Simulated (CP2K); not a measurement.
Runs of CP2K 2026.2 on CsBr. Symmetry: Pm-3m, No. 221, cubic system. The conventional cell has a = 4.326 Å, b = 4.326 Å, c = 4.326 Å, α = 90.00°, β = 90.00°, γ = 90.00°. Around Cs (site symmetry m-3m) lie 8 Br at 3.75 Å. Br (site symmetry m-3m) is surrounded by 8 Cs at 3.75 Å. The cell comes from a database or a generator and needn't be the stable form of this composition.

| level | potentials or basis | smearing | EPS_DEFAULT | NGRIDS | points a segment of the path (NPOINTS) | bands added on the path | CUTOFF of the grids | gap on the mesh (eV) | pressure (GPa) |
| --- | --- | --- | --- | --- | --- | --- | --- | --- | --- |
| r2SCAN | POTENTIAL_UZH Cs GTH-SCAN-q9, Br GTH-SCAN-q7; TZVP-MOLOPT-SCAN-GTH basis | fermi-dirac 0.0259 eV | 1.0E-9 | 4 | 8 | 2 | 675 Ry | 5.12 | 0.2 |
| PBEsol | POTENTIAL_UZH Cs GTH-PBE-q9, Br GTH-PBE-q7; TZVP-MOLOPT-PBE-GTH basis | fermi-dirac 0.01 eV | 1.0E-9 | 5 | 8 | 4 | 450 Ry | (a) | -0.4 |
| LDA | GTH_POTENTIALS Cs GTH-PADE-q9, Br GTH-PADE-q7; TZVP-MOLOPT-PBE-GTH basis | fermi-dirac 0.1 eV | 1.0E-10 | 4 | 10 | 4 | 450 Ry | (b) | -1.6 |
| TB-mBJ | POTENTIAL_UZH Cs GTH-PBE-q9, Br GTH-PBE-q7; TZVP-MOLOPT-PBE-GTH basis | fermi-dirac 0.0259 eV | 1.0E-9 | 5 | 8 | 2 | 675 Ry | 4.90 | - |

Alike in all rows: task band structure; no spin polarisation; cell as given; k mesh 6 × 6 × 6.

Estimate the missing entries.

(a) 4.15; (b) 3.98.

Caveats: spin-orbit coupling is left out, which moves the levels of the heavy elements; the basis of atomic orbitals isn't converged, which shifts pressures, moduli and gaps; the potentials were made for another functional, which shifts forces and pressure (some runs); this is a model potential without an energy functional, so only levels have meaning (some runs).

A k mesh can miss the band edges, and the runs leave out spin-orbit coupling on Br, Cs.
